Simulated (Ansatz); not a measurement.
An Ansatz input:

```yaml
crystal:
  lattice:
    - [0.0, 1.7715319892, 1.7715319892]
    - [1.7715319892, 0.0, 1.7715319892]
    - [1.7715319892, 1.7715319892, 0.0]
  atoms:
    - { symbol: Cr, position: [0.0, 0.0, 0.0], spin: 1.5 }
hamiltonian:
  xc: lda
  pseudopotentials:
    kind: paw
    azcp:
      Cr: "pseudopotentials/Cr.paw.azcp"
basis:
  ecutwfc: 420
  fft_grid_basis: typed
kpoints:
  mp_grid: { grid: [17, 17, 17], shift: [0, 0, 0] }
magnetization:
  spin_polarized: true
scf:
  occupations: { method: fermi_dirac, width: 0.05 }
  lower_state_search: "off"
output:
  stress: true
```

Output

```
Warning: the record states the generating functional pbe (its physics header spells it `PBE`), which answers neither for hamiltonian.xc's functional nor for the lda family's — results may be inconsistent (PPs are generated against a specific XC)
Engine: ansatz 0.2.0, x86_64-unknown-linux-gnu
Pseudopotentials: kind: paw
Pseudopotential: Cr, paw, valence charge 14, recommended cutoff 420 eV (normal) 
Functional definition: SPW92
  exchange = slater_x
  correlation = pw_c
Crystal: 1 atoms, lattice volume = 11.119 Å³
Basis set: ecut = 420 eV, 229 PW (Γ)
Bands: 12, of which v1, the nominal top of the filled ones, is band 7 counted from 1 (6 counted from 0)
Symmetry: 48 space group operations
Space group: Fm-3m (ITA 225), of the structure as read, at distance tolerance 2.2e-5 Å
Magnetic group: BNS 225.116 (UNI 1618), of the structure as read, at distance tolerance 2.2e-5 Å
k-points: 165 of 4913
Non-local potential: Cr, projectors of the file, l = 0: 3, l = 1: 2, l = 2: 3, l = 3: 1
PAW form: soft (Blöchl's): semilocal exchange-correlation on the pseudo side does not see the compensation charge
PAW frozen core: Cr, regenerated for the run's functional, and the local potential with it (the file was generated under x = pbe(κ = 0.804, μ = 0.2195149727645171), c = pbe(β = 0.06672455060314922))
PAW one-centre angular grid: Cr, 590 points (default); XC on 64 Gauss nodes
Initial density: superposition of atomic densities (chi_scale 0.1, normalization cell)
Starting moments: Σ|m| = 1.5 μB on 1 of 1 site
Initial wavefunctions: pseudopotential atomic-orbital guess
Functional: x = slater, c = lda
SCF iter   1: F=—  HF=-3324.075758 eV  |F-HF|=—  |Δ(HF+E_count)|=         —  Δρ=2.15e-1 (↑2.15e-1 ↓6.08e-2)  dr2=5.44e0  dr2_m=9.74e-1  M=0.629 μB ∫|m|=0.630 μB  β_m=0.30  ethr=3.10e-3  ⟨swp⟩=4.0  Hψ=18559  notcnv=0
SCF iter   2: F=—  HF=-3322.595375 eV  |F-HF|=—  |Δ(HF+E_count)|=    1.48e0  Δρ=7.31e-2 (↑7.31e-2 ↓5.28e-2)  dr2=1.81e-1  dr2_m=3.54e-1  M=0.709 μB ∫|m|=0.710 μB  β_m=0.30  ethr=3.10e-3  ⟨swp⟩=2.0  Hψ=10449  notcnv=0  defer=119
SCF iter   3: F=—  HF=-3322.577779 eV  |F-HF|=—  |Δ(HF+E_count)|=   1.76e-2  Δρ=5.06e-2 (↑4.66e-2 ↓5.06e-2)  dr2=2.20e-2  dr2_m=2.25e-1  M=0.645 μB ∫|m|=0.646 μB  β_m=0.30  ethr=1.29e-3  ⟨swp⟩=2.0  Hψ=6523  notcnv=0  defer=110
SCF iter   4: F=—  HF=-3322.584419 eV  |F-HF|=—  |Δ(HF+E_count)|=   6.64e-3  Δρ=4.14e-2 (↑4.14e-2 ↓3.91e-2)  dr2=6.05e-4  dr2_m=1.65e-1  M=0.570 μB ∫|m|=0.570 μB  β_m=0.30  ethr=1.57e-4  ⟨swp⟩=2.0  Hψ=7538  notcnv=0  defer=110
SCF iter   5: F=—  HF=-3322.602128 eV  |F-HF|=—  |Δ(HF+E_count)|=   1.77e-2  Δρ=3.47e-2 (↑3.43e-2 ↓3.47e-2)  dr2=7.91e-5  dr2_m=1.21e-1  M=0.505 μB ∫|m|=0.505 μB  β_m=0.30  ethr=4.32e-6  ⟨swp⟩=1.5  Hψ=5696  notcnv=0  defer=110
SCF iter   6: F=—  HF=-3322.615557 eV  |F-HF|=—  |Δ(HF+E_count)|=   1.34e-2  Δρ=3.00e-2 (↑2.96e-2 ↓3.00e-2)  dr2=2.19e-5  dr2_m=9.08e-2  M=0.446 μB ∫|m|=0.446 μB  β_m=0.30  ethr=5.65e-7  ⟨swp⟩=2.0  Hψ=6331  notcnv=0  defer=110
SCF iter   7: F=—  HF=-3322.625647 eV  |F-HF|=—  |Δ(HF+E_count)|=   1.01e-2  Δρ=2.60e-2 (↑2.60e-2 ↓2.57e-2)  dr2=8.94e-6  dr2_m=6.80e-2  M=0.395 μB ∫|m|=0.396 μB  β_m=0.30  ethr=1.57e-7  ⟨swp⟩=2.0  Hψ=6173  notcnv=0  defer=110
...
SCF iter  14: F=—  HF=-3322.657955 eV  |F-HF|=—  |Δ(HF+E_count)|=   1.01e-5  Δρ=1.31e-4 (↑1.31e-4 ↓1.10e-4)  dr2=5.67e-8  dr2_m=1.47e-6  M=-0.002 μB ∫|m|=0.002 μB  β_m=0.87  ethr=7.14e-10  ⟨swp⟩=2.0  Hψ=13363  notcnv=0
iter 15 did not close the SCF: its close was put off for a magnetic moment that had not settled (scf_convergence_deferred on its scf_iter line)
SCF iter  15: F=-3322.657956 eV  HF=-3322.657956 eV  |F-HF|=3.77e-9  |Δ(HF+E_count)|=   8.58e-7  Δρ=1.80e-5 (↑1.80e-5 ↓1.39e-5)  dr2=2.05e-9  dr2_m=2.58e-8  M=-0.000 μB ∫|m|=0.000 μB  β_m=0.93  ethr=4.05e-10  ⟨swp⟩=3.1  Hψ=10053  notcnv=0
iter 16 did not close the SCF: its close was put off for a magnetic moment that had not settled (scf_convergence_deferred on its scf_iter line)
SCF iter  16: F=-3322.657956 eV  HF=-3322.657956 eV  |F-HF|=1.46e-11  |Δ(HF+E_count)|=   1.51e-8  Δρ=9.71e-7 (↑9.71e-7 ↓7.83e-7)  dr2=3.95e-12  dr2_m=7.82e-11  M=-0.000 μB ∫|m|=0.000 μB  β_m=0.97  ethr=1.47e-11  ⟨swp⟩=1.0  Hψ=10746  notcnv=0
SCF iter  17: F=-3322.657956 eV  HF=-3322.657956 eV  |F-HF|=1.36e-12  |Δ(HF+E_count)|=  4.87e-11  Δρ=4.43e-8 (↑4.43e-8 ↓4.16e-8)  dr2=1.64e-15  dr2_m=1.87e-13  M=-0.000 μB ∫|m|=0.000 μB  ethr=1.00e-12  ⟨swp⟩=1.0  Hψ=9251  notcnv=0
WARN: the starting moments were not kept: the SCF closed with an absolute magnetisation of 8.0e-7 μB, where they sum to 1.5 μB in size (1 site). That is at most 0.1 of that sum. Measured as dr2_m measures the in/out step, that magnetisation stands 6.2e-13 eV from none, at or under the dr2_threshold of 1.0e-7 eV: it is no larger than a step whose dr2_m would equal this threshold. The system may hold no moment; this SCF shows only that its start led to no more than that. To try another start: raise the starting moments (crystal.atoms[].spin, magnetization.per_species, magnetization.initial_magnetization, or on a non-collinear deck that types none of these the spinor_matrix: blocks that start its atoms; where the total moment is fixed, keep their sum and leave initial_magnetization as it is; typed ones take the place of any that the run laid by itself, positive ones on a crystal's lanthanoids without a Hubbard term where scf.initial_density.shell_occupations: [] is typed) or, if the notice of its spin-set hold's release reads "site moments contracting" or "site moments show no strong build", lengthen the hold (scf.mixing.spin_hold: { on: { confirm: 4 } }; for m-r²SCAN on two components see the key's manual first). Each may lead to a state that holds a moment. A second SCF, from the converged charge density, with the starting moments and any scf.initial_density.shell_occupations laid on it anew, would have followed, and was not run: the deck does not ask for one (magnetization.retry_lost_moments is false, the default). To let it run, set magnetization.retry_lost_moments: true and run the deck again, where that key's refused combinations let it; where memory then withholds it, that run's warning says so.
SCF 1 converged in 17 iterations: F = -3322.657956 eV  dr2 = 1.64e-15
SCF converged after 17 iterations
Magnetization: -0.0000 μB (7.0000 up, 7.0000 down)
Absolute magnetization: 0.0000 μB (∫|ρ↑−ρ↓|, with the PAW one-centre terms)
Spin contamination: 0.0000 ħ² per cell (⟨S²⟩ above its minimum at these occupations)
Per-site moments (μB) at R_I (Å): [(-7.406403304590379e-7, 1.0334463831880765)]
Free energy (F): -3322.657956 eV
Harris-Foulkes:  -3322.657956 eV  (|F-HF|=1.36e-12)
Internal energy: -3322.644070 eV  (E = F + TS)
E sigma→0 (E₀):  -3322.651013 eV
Entropy (-TS):   -0.013886 eV (-13.886 meV/atom)
Fermi energy:    19.671050 eV
--- Per-component energies (eV) ---
  E_band       = -132.429397
  E_kinetic    = 345.501575
  E_local      = -1149.268137  (includes V_loc(G=0)·N_el)
  E_nonlocal   = 84.289289
  E_hartree    = 503.741903
  E_xc         = -139.595922
  E_vxc        = -179.083941  (∫ρ·V_xc dr)
  E_paw        = -1141.575665  (= ΣΔE_a)
  E_vpaw       = -241.352272  (= ΣTr[D̂ρ^β])
  E_aug_tail   = 0.000285  (compensation charges beyond the density's cutoff)
  E_ewald      = -1826.102522
  E_core_change = 0.365125  (= ΣΔE_core)
  E_smearing   = -0.013886  (= −TS)
  E_closure    = 0.000000  (closes the sum)
  Σ components = -3322.657956   (vs F -3322.657956, Δ=0.00e0)
--- Stress (GPa, compression-positive) ---
        0.159940       0.000000      -0.000000
        0.000000       0.159940       0.000000
        0.000000       0.000000       0.159940
  P = ⅓ Tr σ = 0.1599 GPa (1.599 kbar)
```
